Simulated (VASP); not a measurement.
# MoS2 in VASP: one cell, several levels of theory, part 2 of 3

The system is MoS2 built on the CdI2 prototype, a generated structure that needn't be the ground state.

VASP 6.6.1, plane waves, PAW. The steps go on from the part before.

**3. r2SCAN**

Contents of INCAR:

```
ENCUT = 520.000000
SIGMA = 0.020000
EDIFF = 1.00e-07
ALGO = Normal
METAGGA = R2SCAN
PREC = Accurate
IBRION = -1
ISIF = 2
ISMEAR = -1
NBANDS = 20
NELM = 120
NSW = 0
LASPH = .TRUE.
LCHARG = .FALSE.
LWAVE = .FALSE.
LREAL = .FALSE.
```

Contents of KPOINTS:

```
KPOINTS created by Atomic Simulation Environment
0
Gamma
12 12 4
0 0 0
```

Contents of KPOINTS_OPT:

```
special points
7
Reciprocal
0.0000000000 0.0000000000 0.0000000000 1
0.5000000000 0.0000000000 0.0000000000 1
0.3333333333 0.3333333333 0.0000000000 1
0.0000000000 0.0000000000 0.5000000000 1
0.5000000000 0.0000000000 0.5000000000 1
0.3333333333 0.3333333333 0.5000000000 1
0.3333333333 0.3333333333 0.2000000000 1
```

Contents of POSCAR:

```
Mo S
 1.0000000000000000
     3.2202374464190364   -0.0000000000000000    0.0000000000000000
    -1.6101187232095182    2.7888074348168157   -0.0000000000000000
     0.0000000000000000   -0.0000000000000000    5.9450267968125630
 Mo  S
   1   2
Cartesian
 -0.0000000000000000  0.0000000000000000 -0.0000000000000000
 -0.0000000000000000  1.8592049565445441  1.5458917519004469
  1.6101187232095178  0.9296024782722720  4.3991350449121187
```

The run is started by

```sh
> mpirun -np 1 vasp_std
```

Standard output, without the iteration lines:

```text
POSCAR found type information on POSCAR MoS
 POSCAR found :  2 types and       3 ions
 -----------------------------------------------------------------------------
|                                                                             |
|                                                                             |
|     You enforced a specific xc type in the INCAR file but a different       |
|     I HOPE YOU KNOW WHAT YOU ARE DOING!                                     |
|                                                                             |
 -----------------------------------------------------------------------------

 LDA part: xc-table for (None), standard interpolation
 POSCAR, INCAR and KPOINTS ok, starting setup
 FFT: planning ... GRIDC
 FFT: planning ... GRID_SOFT
 FFT: planning ... GRID
 WAVECAR not read
 entering main loop
 Start KPOINTS_OPT (optional k-point list driver)
k-point batch [1-7\7]
```

OSZICAR:

```text
N       E                     dE             d eps       ncg     rms          rms(c)
DAV:   1     0.155519973564E+03    0.15552E+03   -0.13674E+04  2768   0.125E+03
DAV:   2    -0.463215308295E+02   -0.20184E+03   -0.19689E+03  3340   0.325E+02
DAV:   3    -0.538897554451E+02   -0.75682E+01   -0.74810E+01  3428   0.582E+01
DAV:   4    -0.539721408019E+02   -0.82385E-01   -0.82305E-01  3308   0.642E+00
DAV:   5    -0.539733563743E+02   -0.12156E-02   -0.12155E-02  3472   0.761E-01    0.256E+01
DAV:   6    -0.444240754638E+02    0.95493E+01   -0.14531E+01  2880   0.270E+01    0.953E+00
DAV:   7    -0.442093763710E+02    0.21470E+00   -0.40185E+00  2884   0.109E+01    0.537E+00
DAV:   8    -0.441388546997E+02    0.70522E-01   -0.72811E-01  3164   0.457E+00    0.260E+00
DAV:   9    -0.441429175170E+02   -0.40628E-02   -0.55578E-02  3060   0.163E+00    0.331E-01
DAV:  10    -0.441422179202E+02    0.69960E-03   -0.88849E-03  3132   0.614E-01    0.250E-01
DAV:  11    -0.441422243581E+02   -0.64379E-05   -0.67066E-04  3080   0.174E-01    0.110E-01
DAV:  12    -0.441422050508E+02    0.19307E-04   -0.15633E-04  3208   0.786E-02    0.508E-02
DAV:  13    -0.441422188827E+02   -0.13832E-04   -0.39756E-05  3028   0.525E-02    0.879E-03
DAV:  14    -0.441422187026E+02    0.18003E-06   -0.42405E-06  3136   0.125E-02    0.347E-03
DAV:  15    -0.441422188901E+02   -0.18745E-06   -0.41776E-07  3112   0.480E-03    0.417E-03
DAV:  16    -0.441422189430E+02   -0.52931E-07   -0.34704E-08  1736   0.122E-03
   1 F= -.44142219E+02 E0= -.44141666E+02  d E =-.110519E-02
       N       E                     dE             ncg
DAV:   1     0.146625546577E+04   -0.57346E+04      280
DAV:   2     0.840530669532E+02   -0.13822E+04      332
DAV:   3     0.415740122825E+02   -0.42479E+02      356
DAV:   4     0.411331711226E+02   -0.44084E+00      332
DAV:   5     0.411262125621E+02   -0.69586E-02      332
DAV:   6     0.411260295362E+02   -0.18303E-03      336
DAV:   7     0.411260234911E+02   -0.60451E-05      332
DAV:   8     0.411260232597E+02   -0.23138E-06      320
DAV:   9     0.411260232503E+02   -0.94369E-08      212
```

Parts of OUTCAR:

```text
k-points           NKPTS =     69   k-points in BZ     NKDIM =     69   number of bands    NBANDS=     20

   NELECT =      26.0000    total number of electrons

   dimension x,y,z NGX =    24 NGY =   24 NGZ =   48
   dimension x,y,z NGXF=    48 NGYF=   48 NGZF=   96

  energy-cutoff  :      520.00
  volume of cell :       53.39
      direct lattice vectors                 reciprocal lattice vectors
     3.220237446  0.000000000  0.000000000     0.310536107  0.179288105  0.000000000
    -1.610118723  2.788807435  0.000000000     0.000000000  0.358576210  0.000000000
     0.000000000  0.000000000  5.945026797     0.000000000  0.000000000  0.168207820

 k-points in reciprocal lattice and weights: KPOINTS created by Atomic Simulation Env
   0.00000000  0.00000000  0.00000000       0.002
   0.08333333  0.00000000  0.00000000       0.010
   0.16666667  0.00000000  0.00000000       0.010
   0.25000000  0.00000000  0.00000000       0.010
   0.33333333  0.00000000  0.00000000       0.010
   0.41666667  0.00000000  0.00000000       0.010
   0.50000000  0.00000000  0.00000000       0.005
   0.08333333  0.08333333  0.00000000       0.010
[... 61 more k-points ...]

 E-fermi :   7.6702

 k-point     1 :       0.0000    0.0000    0.0000
  band No.  band energies     occupation
      1     -56.1179      2.00000
      2     -29.4324      2.00000
      3     -29.3843      2.00000
      4     -29.3842      2.00000
      5      -8.0653      2.00000
      6      -6.3061      2.00000
      7       0.4072      2.00000
      8       3.3860      2.00000
      9       3.3860      2.00000
     10       6.1156      2.00000
     11       6.5042      2.00000
     12       6.6779      2.00000
     13       6.6779      2.00000
     14       7.2717      2.00000
     15       7.2717      2.00000
     16      10.8934      0.00000
     17      10.8934      0.00000
     18      14.1605      0.00000
     19      14.9808      0.00000
     20      17.6225      0.00000

 k-point     2 :       0.0833    0.0000    0.0000
  band No.  band energies     occupation
      1     -56.1156      2.00000
      2     -29.4275      2.00000
      3     -29.4085      2.00000
      4     -29.3898      2.00000
      5      -7.9550      2.00000
      6      -6.2889      2.00000
      7       0.5486      2.00000
      8       3.1565      2.00000
      9       3.4463      2.00000
     10       5.8875      2.00000
     11       6.2242      2.00000
     12       6.2538      2.00000
     13       6.5286      2.00000
     14       7.5340      1.99780
     15       7.6981      0.39735
     16      10.6733      0.00000
     17      10.8670      0.00000
     18      14.7191      0.00000
     19      15.3674      0.00000
     20      17.3734      0.00000

 k-point     3 :       0.1667    0.0000    0.0000
  band No.  band energies     occupation
      1     -56.1091      2.00000
      2     -29.4744      2.00000
      3     -29.4139      2.00000
      4     -29.4049      2.00000
      5      -7.6398      2.00000
      6      -6.2404      2.00000
      7       0.9457      2.00000
      8       2.7205      2.00000
      9       3.5745      2.00000
     10       4.5926      2.00000
     11       5.6981      2.00000
     12       6.2067      2.00000
     13       6.4132      2.00000
     14       7.8050      0.00236
     15       8.1386      0.00000
     16      10.6019      0.00000
     17      10.8955      0.00000
     18      15.6092      0.00000
     19      16.1110      0.00000
     20      17.2211      0.00000

 k-point     4 :       0.2500    0.0000    0.0000
  band No.  band energies     occupation
      1     -56.1002      2.00000
      2     -29.5632      2.00000
      3     -29.4255      2.00000
      4     -29.3954      2.00000
      5      -7.1711      2.00000
      6      -6.1660      2.00000
      7       1.4764      2.00000
      8       2.4208      2.00000
      9       3.2010      2.00000
     10       3.6240      2.00000
     11       5.4391      2.00000
     12       5.5857      2.00000
     13       6.2501      2.00000
     14       8.1856      0.00000
     15       8.3529      0.00000
     16      11.0861      0.00000
     17      11.0953      0.00000
     18      15.5985      0.00000
     19      15.9923      0.00000
     20      16.9947      0.00000

 k-point     5 :       0.3333    0.0000    0.0000
  band No.  band energies     occupation
      1     -56.0913      2.00000
      2     -29.6508      2.00000
      3     -29.4460      2.00000
      4     -29.3768      2.00000
      5      -6.6665      2.00000
      6      -6.0486      2.00000
      7       1.6554      2.00000
      8       1.9690      2.00000
      9       2.7607      2.00000
     10       3.5183      2.00000
     11       4.6729      2.00000
     12       5.4648      2.00000
     13       6.1032      2.00000
     14       8.4761      0.00000
     15       8.7167      0.00000
     16      11.3381      0.00000
     17      11.6809      0.00000
     18      14.9121      0.00000
     19      15.2855      0.00000
     20      16.3614      0.00000

 k-point     6 :       0.4167    0.0000    0.0000
  band No.  band energies     occupation
      1     -56.0848      2.00000
      2     -29.7142      2.00000
      3     -29.4609      2.00000
      4     -29.3632      2.00000
      5      -6.3577      2.00000
      6      -5.8197      2.00000
      7       0.8139      2.00000
      8       2.1585      2.00000
      9       3.0193      2.00000
     10       3.3793      2.00000
     11       4.0212      2.00000
     12       5.5708      2.00000
     13       5.9937      2.00000
     14       8.6138      0.00000
     15       9.2522      0.00000
     16      11.5198      0.00000
     17      11.7386      0.00000
     18      14.2051      0.00000
     19      15.1499      0.00000
     20      16.2209      0.00000

[... the tables of k-points 7 to 69 left out ...]

  Total        0.4287845      0.4287845      0.3845472      0.0000000     -0.0000000     -0.0000000
  in kB       12.8673604     12.8673604     11.5398451      0.0000000     -0.0000000     -0.0000000
  external PRESSURE =      12.4248553 kB  Pullay stress =       0.0000000 kB

 POSITION                                       TOTAL-FORCE (eV/Angst)
 -----------------------------------------------------------------------------------
      0.00000      0.00000      0.00000         0.000000      0.000000      0.000000
      0.00000      1.85920      1.54589        -0.000000      0.000000     -0.051920
      1.61012      0.92960      4.39914         0.000000     -0.000000      0.051920
 -----------------------------------------------------------------------------------
    total drift:                                0.000000      0.000000     -0.000000

  FREE ENERGIE OF THE ION-ELECTRON SYSTEM (eV)
  ---------------------------------------------------
  free  energy   TOTEN  =       -44.1422189430 eV

  energy  without entropy=      -44.1411137513  energy(sigma->0) =      -44.14166635
```

Hardware: 1 MPI rank of Intel Xeon 6975P-C, shared host.

The levels at the points of KPOINTS_OPT are read from vasprun.xml.

Levels at the named points, in eV from the top of band v (v: the last filled band by count, c: the next):

```tsv
point	v−1	v	c	c+1
Γ	-1.71	-1.71	-1.11	-1.11
M	-2.77	-2.43	0.30	1.12
K	-4.26	0.00	0.27	0.27
A	-1.72	-1.27	-1.27	-0.56
L	-2.99	-2.43	0.30	1.15
H	-4.80	-0.43	-0.43	0.02
```

r2SCAN: no gap; the band counted as the lowest empty one dips 1.27 eV below the top of the last filled one. The pressure is 1.24 GPa, and the largest force is 0.052 eV/Å, on atom 2 (S).

**4. LDA**

Edit INCAR of step 3 so:

```diff
@@ -3,4 +3,3 @@
 EDIFF = 1.00e-07
-ALGO = Normal
-METAGGA = R2SCAN
+GGA = CA
 PREC = Accurate
```

KPOINTS is that of step 3.

KPOINTS_OPT is that of step 3.

POSCAR is that of step 3.

Potentials: the recommended LDA PAW datasets, 26 valence electrons in the neutral cell.

The run is started by

```sh
> mpirun -np 1 vasp_std
```

Standard output, without the iteration lines:

```text
POSCAR found type information on POSCAR MoS
 POSCAR found :  2 types and       3 ions
 LDA part: xc-table for (Slater(with rela. corr.)+CA(PZ))
 , standard interpolation
 POSCAR, INCAR and KPOINTS ok, starting setup
 FFT: planning ... GRIDC
 FFT: planning ... GRID_SOFT
 FFT: planning ... GRID
 WAVECAR not read
 entering main loop
 Start KPOINTS_OPT (optional k-point list driver)
k-point batch [1-7\7]
```

OSZICAR:

```text
N       E                     dE             d eps       ncg     rms          rms(c)
DAV:   1     0.187915011336E+03    0.18792E+03   -0.13224E+04  2768   0.123E+03
DAV:   2    -0.168518638010E+02   -0.20477E+03   -0.19967E+03  3220   0.325E+02
DAV:   3    -0.251197899434E+02   -0.82679E+01   -0.81666E+01  3336   0.603E+01
DAV:   4    -0.252240502551E+02   -0.10426E+00   -0.10416E+00  3264   0.713E+00
DAV:   5    -0.252256910120E+02   -0.16408E-02   -0.16406E-02  3440   0.871E-01    0.232E+01
DAV:   6    -0.241650333838E+02    0.10607E+01   -0.14587E+01  2984   0.222E+01    0.895E+00
DAV:   7    -0.237547576481E+02    0.41028E+00   -0.61665E+00  2952   0.141E+01    0.621E+00
DAV:   8    -0.236040463015E+02    0.15071E+00   -0.77413E-01  3104   0.518E+00    0.152E+00
DAV:   9    -0.236037750602E+02    0.27124E-03   -0.21663E-02  3200   0.925E-01    0.454E-01
DAV:  10    -0.236025906188E+02    0.11844E-02   -0.93234E-03  3124   0.620E-01    0.918E-02
DAV:  11    -0.236025278799E+02    0.62739E-04   -0.51418E-04  3120   0.155E-01    0.574E-02
DAV:  12    -0.236025121401E+02    0.15740E-04   -0.47515E-05  3200   0.426E-02    0.232E-02
DAV:  13    -0.236025118262E+02    0.31393E-06   -0.19993E-05  3148   0.257E-02    0.909E-03
DAV:  14    -0.236025116324E+02    0.19371E-06   -0.39356E-06  3140   0.124E-02    0.606E-03
DAV:  15    -0.236025115853E+02    0.47140E-07   -0.47723E-07  2528   0.509E-03
   1 F= -.23602512E+02 E0= -.23601856E+02  d E =-.131150E-02
       N       E                     dE             ncg
DAV:   1     0.158985770947E+04   -0.56110E+04      280
DAV:   2     0.206349940644E+03   -0.13835E+04      324
DAV:   3     0.161606785336E+03   -0.44743E+02      332
DAV:   4     0.161113482032E+03   -0.49330E+00      316
DAV:   5     0.161104821881E+03   -0.86602E-02      328
DAV:   6     0.161104609409E+03   -0.21247E-03      336
DAV:   7     0.161104602833E+03   -0.65760E-05      320
DAV:   8     0.161104602527E+03   -0.30538E-06      304
DAV:   9     0.161104602519E+03   -0.86056E-08      200
```

OUTCAR, selected sections:

```text
k-points           NKPTS =     69   k-points in BZ     NKDIM =     69   number of bands    NBANDS=     20

   NELECT =      26.0000    total number of electrons

   dimension x,y,z NGX =    24 NGY =   24 NGZ =   48
   dimension x,y,z NGXF=    48 NGYF=   48 NGZF=   96

  energy-cutoff  :      520.00
  volume of cell :       53.39
      direct lattice vectors                 reciprocal lattice vectors
     3.220237446  0.000000000  0.000000000     0.310536107  0.179288105  0.000000000
    -1.610118723  2.788807435  0.000000000     0.000000000  0.358576210  0.000000000
     0.000000000  0.000000000  5.945026797     0.000000000  0.000000000  0.168207820

 k-points in reciprocal lattice and weights: KPOINTS created by Atomic Simulation Env
   0.00000000  0.00000000  0.00000000       0.002
   0.08333333  0.00000000  0.00000000       0.010
   0.16666667  0.00000000  0.00000000       0.010
   0.25000000  0.00000000  0.00000000       0.010
   0.33333333  0.00000000  0.00000000       0.010
   0.41666667  0.00000000  0.00000000       0.010
   0.50000000  0.00000000  0.00000000       0.005
   0.08333333  0.08333333  0.00000000       0.010
[... 61 more k-points ...]

 E-fermi :   7.6154

 k-point     1 :       0.0000    0.0000    0.0000
  band No.  band energies     occupation
      1     -53.8248      2.00000
      2     -28.0661      2.00000
      3     -28.0119      2.00000
      4     -28.0119      2.00000
      5      -7.3375      2.00000
      6      -5.6189      2.00000
      7       0.5982      2.00000
      8       3.5433      2.00000
      9       3.5433      2.00000
     10       6.2362      2.00000
     11       6.3933      2.00000
     12       6.6296      2.00000
     13       6.6296      2.00000
     14       7.3217      2.00000
     15       7.3217      2.00000
     16      10.6720      0.00000
     17      10.6720      0.00000
     18      13.4689      0.00000
     19      13.9807      0.00000
     20      17.0350      0.00000

 k-point     2 :       0.0833    0.0000    0.0000
  band No.  band energies     occupation
      1     -53.8226      2.00000
      2     -28.0616      2.00000
      3     -28.0351      2.00000
      4     -28.0172      2.00000
      5      -7.2306      2.00000
      6      -5.6008      2.00000
      7       0.7364      2.00000
      8       3.3202      2.00000
      9       3.6043      2.00000
     10       5.9223      2.00000
     11       6.2363      2.00000
     12       6.3429      2.00000
     13       6.4536      2.00000
     14       7.4819      1.99748
     15       7.6854      0.05860
     16      10.4261      0.00000
     17      10.6468      0.00000
     18      14.0378      0.00000
     19      14.3890      0.00000
     20      16.7558      0.00000

 k-point     3 :       0.1667    0.0000    0.0000
  band No.  band energies     occupation
      1     -53.8165      2.00000
      2     -28.0983      2.00000
      3     -28.0491      2.00000
      4     -28.0317      2.00000
      5      -6.9246      2.00000
      6      -5.5504      2.00000
      7       1.1253      2.00000
      8       2.8935      2.00000
      9       3.7359      2.00000
     10       4.6820      2.00000
     11       5.7507      2.00000
     12       6.3205      2.00000
     13       6.3326      2.00000
     14       7.6702      0.12118
     15       8.0780      0.00000
     16      10.3288      0.00000
     17      10.6782      0.00000
     18      14.9459      0.00000
     19      15.1975      0.00000
     20      16.5384      0.00000

 k-point     4 :       0.2500    0.0000    0.0000
  band No.  band energies     occupation
      1     -53.8081      2.00000
      2     -28.1834      2.00000
      3     -28.0514      2.00000
      4     -28.0321      2.00000
      5      -6.4680      2.00000
      6      -5.4738      2.00000
      7       1.6480      2.00000
      8       2.5858      2.00000
      9       3.3496      2.00000
     10       3.7928      2.00000
     11       5.5176      2.00000
     12       5.6675      2.00000
     13       6.2135      2.00000
     14       8.0047      0.00000
     15       8.2567      0.00000
     16      10.8066      0.00000
     17      10.8688      0.00000
     18      14.9603      0.00000
     19      15.2642      0.00000
     20      16.2287      0.00000

 k-point     5 :       0.3333    0.0000    0.0000
  band No.  band energies     occupation
      1     -53.7998      2.00000
      2     -28.2674      2.00000
      3     -28.0711      2.00000
      4     -28.0150      2.00000
      5      -5.9703      2.00000
      6      -5.3584      2.00000
      7       1.8170      2.00000
      8       2.1456      2.00000
      9       2.9355      2.00000
     10       3.6956      2.00000
     11       4.7713      2.00000
     12       5.5612      2.00000
     13       6.0743      2.00000
     14       8.3542      0.00000
     15       8.5138      0.00000
     16      11.1162      0.00000
     17      11.3671      0.00000
     18      14.2623      0.00000
     19      14.6349      0.00000
     20      15.6901      0.00000

 k-point     6 :       0.4167    0.0000    0.0000
  band No.  band energies     occupation
      1     -53.7936      2.00000
      2     -28.3282      2.00000
      3     -28.0854      2.00000
      4     -28.0024      2.00000
      5      -5.6543      2.00000
      6      -5.1414      2.00000
      7       1.0072      2.00000
      8       2.3276      2.00000
      9       3.1675      2.00000
     10       3.5638      2.00000
     11       4.1607      2.00000
     12       5.6773      2.00000
     13       5.9699      2.00000
     14       8.4763      0.00000
     15       9.0433      0.00000
     16      11.2932      0.00000
     17      11.3739      0.00000
     18      13.5826      0.00000
     19      14.5027      0.00000
     20      15.5745      0.00000

[... the tables of k-points 7 to 69 left out ...]

  Total       -2.0620725     -2.0620725     -1.2334124     -0.0000000      0.0000000      0.0000000
  in kB      -61.8805651    -61.8805651    -37.0133728     -0.0000000      0.0000000      0.0000000
  external PRESSURE =     -53.5915010 kB  Pullay stress =       0.0000000 kB

 POSITION                                       TOTAL-FORCE (eV/Angst)
 -----------------------------------------------------------------------------------
      0.00000      0.00000      0.00000         0.000000      0.000000      0.000000
      0.00000      1.85920      1.54589         0.000000     -0.000000     -0.158630
      1.61012      0.92960      4.39914        -0.000000      0.000000      0.158630
 -----------------------------------------------------------------------------------
    total drift:                                0.000000      0.000000     -0.000000

  FREE ENERGIE OF THE ION-ELECTRON SYSTEM (eV)
  ---------------------------------------------------
  free  energy   TOTEN  =       -23.6025115853 eV

  energy  without entropy=      -23.6012000902  energy(sigma->0) =      -23.60185584
```

Hardware: 1 MPI rank of Intel Xeon 6975P-C, shared host.

The levels at the points of KPOINTS_OPT are read from vasprun.xml.

Near the gap, in eV above the top of the last filled band v; c is the band after it:

```tsv
point	v−1	v	c	c+1
Γ	-1.59	-1.59	-0.89	-0.89
M	-2.49	-2.29	0.33	1.08
K	-3.94	-0.01	0.33	0.33
A	-1.60	-1.05	-1.05	-0.47
L	-2.76	-2.15	0.33	1.11
H	-4.44	-0.41	-0.41	0.01
```

At the LDA level the bands overlap by 1.05 eV: a metal. The pressure is -5.36 GPa, and the largest force is 0.159 eV/Å, on atom 2 (S).

(Part 2 of 3 ends here.)
